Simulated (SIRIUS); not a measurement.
# Pd (Fm-3m) in SIRIUS: convergence with lmax of the potential, part 2 of 2

SIRIUS 7.12.0. The steps go on from the part before.

**8. The series at a glance**

```csv
lmax of the potential,"energy less the tightest run, at zero smearing (meV/atom)",SCF cycles,CPU time (s),peak memory (GiB)
2,9.66,6,11,0.17
3,9.66,6,11,0.18
4,8.50,6,12,0.2
6,0.39,6,13,0.24
8,-0.02,6,14,0.3
10,0.00,6,16,0.37
```

Against the tightest run, the energy stays within 1 meV/atom from 6 on. The tightest run that finished is the yardstick and may itself not be fully converged.
